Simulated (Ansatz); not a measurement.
A run of Ansatz 0.2.0 is set up as follows.

File input.yaml:

```yaml
crystal:
  lattice:
    - [0.0, 2.425, 2.425]
    - [2.425, 0.0, 2.425]
    - [2.425, 2.425, 0.0]
  atoms:
    - { symbol: S, position: [0.754625, 0.759516, 0.732758] }
    - { symbol: Be, position: [-0.002489, -0.009474, 0.001671] }
kpoints:
  mp_grid: { grid: [9, 9, 9] }
scf:
  occupations: { method: fermi_dirac, width: 0.05 }
hamiltonian:
  xc: pbe
  pseudopotentials: { kind: all_electron, lapw: { basis_error: 0.001 } }
output:
  forces: true
  stress: true
  eigenvalues: true
  populations: true
```

Potentials or basis: all-electron LAPW, scalar-relativistic.

Run with:

```bash
$ ansatz run input.yaml --threads 1 --pin off --max-ram 2560MiB --backend cpu --events-out ev --progress --plain --runs-dir out
```

Problem. Estimate the pressure.

Solution. 1.8 GPa.

Problem. Predict the largest force.

Solution. 0.588 eV/Å.

Stress tensor (GPa, compression positive):
```
 1.84  1.60 -0.72
 1.60  1.81 -0.20
-0.72 -0.20  1.68
```

Caveat: an odd mesh through Γ misses points on the zone boundary, where band edges often lie.
